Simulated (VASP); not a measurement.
# BN (F-43m) in VASP: a series of runs

The runs below take BN through single point, relaxation of cell and atoms, with r2SCAN, HSE06.

Everything below comes from runs of VASP 6.6.1. Logs are shortened: lines on timing, memory, paths and dates and some standing lists are left out, and cuts for length are marked.

**Experimental background.**

From a printed reference work, monograph, for a bulk crystal of BN at 300 K: band gap 6.4 eV (indirect).

The results are compared with them further down.

## Step 1: The cell of the first run

Symmetry: F-43m, No. 216, cubic system. Conventional cell: a = 3.610 Å, b = 3.610 Å, c = 3.610 Å, α = 90.00°, β = 90.00°, γ = 90.00°. Within 2.1 Å of B (site symmetry -43m) lie 4 N at 1.56 Å. Within 2.1 Å of N (site symmetry -43m) lie 4 B at 1.56 Å.

## Step 2: Single point, r2SCAN

File POSCAR:

```
BN
1.0
    0.0000000000      1.8048245570      1.8048245570
    1.8048245570      0.0000000000      1.8048245570
    1.8048245570      1.8048245570      0.0000000000
B N
1 1
Direct
    0.0000000000      0.0000000000      0.0000000000
    0.2500000000      0.2500000000      0.2500000000
```

File INCAR.step1:

```
SYSTEM = BN
ALGO = Normal ; EDIFF = 1E-5
ENCUT = 910 ; GGA = PE
GGA_COMPAT = .FALSE. ; ISMEAR = 0
LASPH = .TRUE. ; LCHARG = .FALSE.
LREAL = .FALSE. ; LWAVE = .TRUE.
NBANDS = 11 ; NELM = 120
PREC = Accurate ; SIGMA = 0.01
```

File INCAR.step2:

```
SYSTEM = BN
ALGO = Normal ; EDIFF = 1E-6
ENCUT = 910 ; GGA_COMPAT = .FALSE.
ISIF = 2 ; ISMEAR = 0
ISTART = 1 ; LASPH = .TRUE.
LCHARG = .TRUE. ; LELF = .TRUE.
LMIXTAU = .TRUE. ; LREAL = .FALSE.
LVHAR = .TRUE. ; LWAVE = .FALSE.
METAGGA = R2SCAN ; NBANDS = 11
NELM = 120 ; PREC = Accurate
SIGMA = 0.01
```

File KPOINTS:

```
k-points
0
G
  12 12 12
  0 0 0
```

Potentials or basis: VASP PAW PBE potentials, release 64 (B_h, N_h).

Launch:

```console
$ cat potpaw_PBE.64/B_h/POTCAR potpaw_PBE.64/N_h/POTCAR > POTCAR
$ cp INCAR.step1 INCAR
$ mpirun -np 1 vasp_std > vasp.out
$ cp INCAR.step2 INCAR
$ mpirun -np 1 vasp_std > vasp.out
```

OUTCAR:

```text
SYSTEM = BN
   EDIFF = 1E-6
   ENCUT = 910
   ISIF = 2
   ISMEAR = 0
   ISTART = 1
   LASPH = .TRUE.
   LREAL = .FALSE.
   METAGGA = R2SCAN
   NELM = 120
   PREC = Accurate

 ion  position               nearest neighbor table
   1  0.000  0.000  0.000-
   2  0.250  0.250  0.250-

  LATTYP: Found a face centered cubic cell.
 ALAT       =     3.6096491140

  Lattice vectors:

 A1 = (   0.0000000000,   1.8048245570,   1.8048245570)
 A2 = (   1.8048245570,   0.0000000000,   1.8048245570)
 A3 = (   1.8048245570,   1.8048245570,   0.0000000000)

Analysis of symmetry for initial positions (statically):
=====================================================================
 Subroutine PRICEL returns:
 Original cell was already a primitive cell.

 Routine SETGRP: Setting up the symmetry group for a
 face centered cubic supercell.

 Subroutine GETGRP returns: Found 24 space group operations
 (whereof 24 operations were pure point group operations)
 out of a pool of 48 trial point group operations.

The static configuration has the point symmetry T_d .

Analysis of symmetry for dynamics (positions and initial velocities):
=====================================================================
 Subroutine PRICEL returns:
 Original cell was already a primitive cell.

 Routine SETGRP: Setting up the symmetry group for a
 face centered cubic supercell.

 Subroutine GETGRP returns: Found 24 space group operations
 (whereof 24 operations were pure point group operations)
 out of a pool of 48 trial point group operations.

The dynamic configuration has the point symmetry T_d .

 Subroutine INISYM returns: Found 24 space group operations
 (whereof 24 operations are pure point group operations),
 and found     1 'primitive' translations

----------------------------------------------------------------------------------------

                                     Primitive cell

  volume of cell :      11.7580

  direct lattice vectors                    reciprocal lattice vectors
     0.000000000  1.804824557  1.804824557    -0.277035238  0.277035238  0.277035238
     1.804824557  0.000000000  1.804824557     0.277035238 -0.277035238  0.277035238
     1.804824557  1.804824557  0.000000000     0.277035238  0.277035238 -0.277035238

  length of vectors
     2.552407366  2.552407366  2.552407366     0.479839107  0.479839107  0.479839107

  position of ions in fractional coordinates (direct lattice)
     0.000000000  0.000000000  0.000000000
     0.250000000  0.250000000  0.250000000

  ion indices of the primitive-cell ions
   primitive index   ion index
                 1           1
                 2           2

----------------------------------------------------------------------------------------

 KPOINTS: k-points

Automatic generation of k-mesh.
 Grid dimensions read from file:
 generate k-points for:   12   12   12

 Generating k-lattice:

  Cartesian coordinates                     Fractional coordinates (reciprocal lattice)
    -0.023086270  0.023086270  0.023086270     0.083333333  0.000000000  0.000000000
     0.023086270 -0.023086270  0.023086270     0.000000000  0.083333333  0.000000000
     0.023086270  0.023086270 -0.023086270     0.000000000  0.000000000  0.083333333

  Length of vectors
     0.039986592  0.039986592  0.039986592

  Shift w.r.t. Gamma in fractional coordinates (k-lattice)
     0.000000000  0.000000000  0.000000000

 Subroutine IBZKPT returns following result:
 ===========================================

 Found     72 irreducible k-points:

 Following reciprocal coordinates:
            Coordinates               Weight
  0.000000  0.000000  0.000000      1.000000
  0.083333  0.000000  0.000000      8.000000
  0.166667  0.000000  0.000000      8.000000
  0.250000  0.000000  0.000000      8.000000
  0.333333  0.000000  0.000000      8.000000
  0.416667  0.000000  0.000000      8.000000
[... 16 lines left out ...]
  0.500000  0.166667  0.000000     24.000000
 -0.416667  0.166667  0.000000     24.000000
 [... further k-points ...]
   k-points           NKPTS =     72   k-points in BZ     NKDIM =     72   number of bands    NBANDS=     11
   number of dos      NEDOS =    301   number of ions     NIONS =      2
   total plane-waves  NPLWV =  21952
   dimension x,y,z NGX =    28 NGY =   28 NGZ =   28
   dimension x,y,z NGXF=    56 NGYF=   56 NGZF=   56
   ions per type =               1   1
   NGX,Y,Z   is equivalent  to a cutoff of  18.24, 18.24, 18.24 a.u.
   NGXF,Y,Z  is equivalent  to a cutoff of  36.47, 36.47, 36.47 a.u.
 SYSTEM =  BN
   PREC   = accura    normal or accurate (medium, high low for compatibility)
   ISTART =      1    job   : 0-new  1-cont  2-samecut
   ICHARG =      0    charge: 1-file 2-atom 10-const
   ISPIN  =      1    spin polarized calculation?
   LNONCOLLINEAR =      F non collinear calculations
   LSORBIT =      F    spin-orbit coupling
   LASPH  =      T    aspherical Exc in radial PAW
   ENCUT  =  910.0 eV  66.88 Ry    8.18 a.u.   6.28  6.28  6.28*2*pi/ulx,y,z
   NELM   =    120;   NELMIN=  2; NELMDL=  0     # of ELM steps
   EDIFF  = 0.1E-05   stopping-criterion for ELM
   LREAL  =      F    real-space projection
   EDIFFG = 0.1E-04   stopping-criterion for IOM
   NSW    =      0    number of steps for IOM
   IBRION =     -1    ionic relax: 0-MD 1-quasi-New 2-CG
   NFREE  =      0    steps in history (QN), initial steepest desc. (CG)
   ISIF   =      2    stress and relaxation
   ISYM   =      2    0-nonsym 1-usesym 2-fastsym
   POTIM  = 0.5000    time-step for ionic-motion
   TEBEG  =    0.0;   TEEND  =   0.0 temperature during run
   PSTRESS=    0.0 pullay stress
   NELECT =       8.0000    total number of electrons
   NUPDOWN=      -1.0000    fix difference up-down
   EMIN   =  10.00;   EMAX   =-10.00  energy-range for DOS
   EFERMI =   0.00;   METHOD = LEGACY
   ISMEAR =     0;   SIGMA  =   0.01  broadening in eV -4-tet -1-fermi 0-gaus
   EFERMI_NEDOS =   21; number of points for ismear=-14 and -15
   IALGO  =     38    algorithm
   IMIX   =      4    mixing-type and parameters
     AMIX     =   0.40;   BMIX     =  1.00
     AMIX_MAG =   1.60;   BMIX_MAG =  1.00
  volume/ion in A,a.u.               =       5.88        39.67
  Fermi-wavevector in a.u.,A,eV,Ry     =   1.439881  2.720980 28.208365  2.073256
  Thomas-Fermi vector in A             =   2.558687
   LORBIT       =      0    0 simple, 1 ext, 2 COOP (PROOUT), +10 PAW based schemes
   METAGGA = R2SCAN    functional components
   LHFCALC =     F    Hartree Fock is set to
   AEXX    =    0.0000 exact exchange contribution
   IVDW    =     0    specifies the selected vdW correction
   LEPSILON=     F    determine dielectric tensor
   LRPA    =     F    only Hartree local field effects (RPA)
 non-spin polarized calculation
 Gauss-broadening in eV      SIGMA  =   0.01
  energy-cutoff  :      910.00
  volume of cell :       11.76
 maximum number of plane-waves:       754
 NGX is ok and might be reduce to    28
   NGX = 13   NGY = 13   NGZ = 13

 number of electron       8.0000000 magnetization

 Free energy of the ion-electron system (eV)
  ---------------------------------------------------
  ext. energy  EPLUGINS =         0.00000000
  ---------------------------------------------------
  free energy    TOTEN  =       -19.19981421 eV

  energy without entropy =      -19.19981421  energy(sigma->0) =      -19.19981421

 E-fermi :   9.0462     XC(G=0): -13.7806

 val. band max:        8.9865620047   @ k =   0.0000   0.0000   0.0000
 cond. band min:      13.9840412503   @ k =   0.5000   0.5000   0.0000
 fundamental gap:      4.9974792456
 Fermi energy:         9.0461667758

 k-point     1 :       0.0000    0.0000    0.0000
  band No.  band energies     occupation
      1     -12.3494      2.00000
      2       8.9866      2.00000
      3       8.9866      2.00000
      4       8.9866      2.00000
      5      18.5579      0.00000
      6      18.5579      0.00000
      7      18.5579      0.00000
      8      20.1263      0.00000
      9      35.2179      0.00000
     10      37.7438      0.00000
     11      37.7438      0.00000

 k-point     2 :       0.0833    0.0000    0.0000
  band No.  band energies     occupation
      1     -12.1739      2.00000
      2       8.0332      2.00000
      3       8.8000      2.00000
      4       8.8000      2.00000
      5      18.7823      0.00000
      6      18.8466      0.00000
      7      18.8466      0.00000
      8      20.7150      0.00000
      9      35.0122      0.00000
     10      35.6472      0.00000
     11      35.6472      0.00000

 k-point     3 :       0.1667    0.0000    0.0000
  band No.  band energies     occupation
      1     -11.6545      2.00000
      2       5.8360      2.00000
      3       8.3446      2.00000
      4       8.3446      2.00000
      5      19.0966      0.00000
      6      19.5174      0.00000
      7      19.5174      0.00000
      8      22.1379      0.00000
      9      34.0435      0.00000
     10      34.0435      0.00000
     11      34.4345      0.00000

 k-point     4 :       0.2500    0.0000    0.0000
  band No.  band energies     occupation
      1     -10.8173      2.00000
      2       3.2565      2.00000
      3       7.8163      2.00000
      4       7.8163      2.00000
      5      19.3794      0.00000
      6      20.1526      0.00000
      7      20.1526      0.00000
      8      23.5908      0.00000
      9      33.6539      0.00000
     10      33.6539      0.00000
     11      33.8560      0.00000
[... 239 lines left out ...]
 k-point    22 :       0.4167    0.1667    0.0000
  band No.  band energies     occupation
      1      -8.8111      2.00000
      2       0.4476      2.00000
      3       5.7096      2.00000
      4       5.9121      2.00000
      5      18.1987      0.00000
      6      22.2940      0.00000
      7      22.8437      0.00000
      8      23.7423      0.00000
      9      30.7164      0.00000
     10      36.7944      0.00000
     11      38.8333      0.00000

 k-point    23 :       0.5000    0.1667    0.0000
  band No.  band energies     occupation
      1      -7.8380      2.00000
      2      -1.1427      2.00000
      3       5.0977      2.00000
      4       5.9873      2.00000
      5      18.5573      0.00000
      6      22.2122      0.00000
      7      22.5700      0.00000
      8      25.1824      0.00000
      9      31.1209      0.00000
     10      37.0295      0.00000
     11      38.0620      0.00000

 k-point    24 :      -0.4167    0.1667    0.0000
  band No.  band energies     occupation
      1      -7.6559      2.00000
      2      -1.4113      2.00000
      3       4.6788      2.00000
      4       6.3158      2.00000
      5      19.0280      0.00000
      6      22.0611      0.00000
      7      22.1485      0.00000
      8      25.8742      0.00000
      9      31.4133      0.00000
     10      35.6096      0.00000
     11      37.3396      0.00000

 [... further k-points ...]
[... 5 lines left out ...]
  --------------------------------------------------------------------------------------
  -------------------------------------------------------------------------------------
  Total       -0.0396040     -0.0396040     -0.0396040      0.0000000      0.0000000     -0.0000000
  in kB       -5.3965320     -5.3965320     -5.3965320      0.0000000      0.0000000     -0.0000000
  external PRESSURE =      -5.3965320 kB  Pullay stress =       0.0000000 kB

 VOLUME and BASIS-vectors are now :
 -----------------------------------------------------------------------------
  energy-cutoff  :      910.00
  volume of cell :       11.76
      direct lattice vectors                 reciprocal lattice vectors
     0.000000000  1.804824557  1.804824557    -0.277035238  0.277035238  0.277035238
     1.804824557  0.000000000  1.804824557     0.277035238 -0.277035238  0.277035238
     1.804824557  1.804824557  0.000000000     0.277035238  0.277035238 -0.277035238

 POSITION                                       TOTAL-FORCE (eV/Angst)
 -----------------------------------------------------------------------------------
      0.00000      0.00000      0.00000         0.000000      0.000000      0.000000
      0.90241      0.90241      0.90241        -0.000000     -0.000000     -0.000000
 -----------------------------------------------------------------------------------
    total drift:                                0.000000      0.000000      0.000000

  FREE ENERGIE OF THE ION-ELECTRON SYSTEM (eV)
  ---------------------------------------------------
  free  energy   TOTEN  =       -19.1998142052 eV

  energy  without entropy=      -19.1998142052  energy(sigma->0) =      -19.19981421
```

Run time: 3.5 min. Hardware: 1 thread of AMD EPYC 7R43 (Zen 3), shared host; peak memory 0.13 GiB.

Results:

```
Free energy            : -19.1998 eV
Pressure               : -0.5 GPa
Band gap on the k mesh : 5.00 eV (least direct gap 9.57 eV)
```

Levels at points of the mesh, in eV from the valence-band top:
| k point | band 1 | band 2 | band 3 | band 4 | band 5 | band 6 | band 7 | band 8 | band 9 |
| --- | --- | --- | --- | --- | --- | --- | --- | --- | --- |
| (0.00, 0.00, 0.00) | -21.34 | 0.00 | 0.00 | 0.00 | 9.57 | 9.57 | 9.57 | 11.14 | 26.23 |
| (0.50, 0.00, 0.00) | -17.02 | -11.12 | -2.02 | -2.02 | 10.85 | 11.51 | 11.51 | 16.46 | 24.96 |
| (0.50, 0.50, 0.00) | -15.60 | -9.34 | -5.11 | -5.11 | 5.00 | 9.84 | 19.36 | 19.36 | 22.28 |

Caveat: the cutoff is under 1.25 times the usual one of these potentials, so pressure, stress and relaxed cells hold a basis-set (Pulay) error; the PAW data sets were made with another functional, which shifts forces and pressure a little.

## Step 3: Relaxation of cell and atoms, HSE06

POSCAR is that of step 2.

File INCAR.step1:

```
  ALGO = Normal
  EDIFF = 1E-5
  ENCUT = 600
  GGA = PE
  ISMEAR = -1
  LASPH = True
  LCHARG = False
  LREAL = False
  LWAVE = True
  NBANDS = 11
  NELM = 100
  PREC = Accurate
  SIGMA = 0.02
```

File INCAR.step2:

```
  ALGO = Normal
  EDIFF = 1E-6
  EDIFFG = -0.005
  ENCUT = 600
  GGA = PE
  HFSCREEN = 0.2079
  IBRION = 2
  ISIF = 3
  ISMEAR = -1
  ISTART = 1
  LASPH = True
  LCHARG = False
  LHFCALC = True
  LREAL = False
  LWAVE = False
  NELM = 100
  NSW = 80
  PREC = Accurate
  PRECFOCK = Normal
  SIGMA = 0.02
```

File KPOINTS:

```
k-points
0
Gamma
  8 8 8
```

Potentials or basis: VASP PAW PBE potentials, release 64 (B, N).

Launch:

```console
$ cat potpaw_PBE.64/B/POTCAR potpaw_PBE.64/N/POTCAR > POTCAR
$ cp INCAR.step1 INCAR
$ mpirun -np 1 vasp_std > vasp.out
$ cp INCAR.step2 INCAR
$ mpirun -np 1 vasp_std > vasp.out
```

It took 33 min on 1 thread of Oxide Virtual Turin-like, shared host; peak memory 0.2 GiB.

It converged, with:

```yaml
Free_energy: -20.3312 eV
Relaxed_volume: 5.82 Å³/atom
Relaxed_cell: a = 2.544 Å, b = 2.544 Å, c = 2.544 Å, α = 60.00°, β = 60.00°, γ = 60.00°
Space_group_after_relaxing_to_0.1_Å: F-43m (No. 216)
Energy_gained_by_relaxing: 0.7 meV/atom
Ionic_steps: 3
Pressure_after_relaxing: 0.0 GPa
Band_gap_on_the_k_mesh: 5.79 eV (least direct gap 10.63 eV)
```

Step by step:
```
step  energy change (eV)  largest force (eV/Å)  pressure (GPa)  volume (Å³)
   1              0.0000                0.0000           -4.04        11.76
   2              0.0004                0.0000            4.68        11.51
   3             -0.0015                0.0000            0.03        11.64
```

Final structure:
```yaml
crystal:
  lattice:
    - [0.00000, 1.79878, 1.79878]
    - [1.79878, 0.00000, 1.79878]
    - [1.79878, 1.79878, 0.00000]
  atoms:
    - { symbol: B, position: [0.00000, 0.00000, 0.00000] }
    - { symbol: N, position: [0.25000, 0.25000, 0.25000] }
```

Levels at points of the mesh, in eV from the valence-band top:
```
           k point  band 2  band 3  band 4  band 5  band 6  band 7
(0.00, 0.00, 0.00)    0.00    0.00    0.00   10.63   10.63   10.63
(0.50, 0.00, 0.00)  -11.77   -2.13   -2.13   12.04   12.59   12.59
(0.50, 0.50, 0.00)   -9.87   -5.39   -5.39    5.79   10.82   20.69
```

Caveat: the PAW data sets were made with another functional, which shifts forces and pressure a little. A k mesh can miss the band edges.

## Step 4: Against experiment

Step 2. Against the measured gap of BN, 6.4 eV (indirect; 300 K; a printed reference work, monograph), the calculated 5.00 eV is off by -1.40 eV. The value is that of r2SCAN on a finite k mesh, which can miss the band edges, without temperature or zero-point motion.
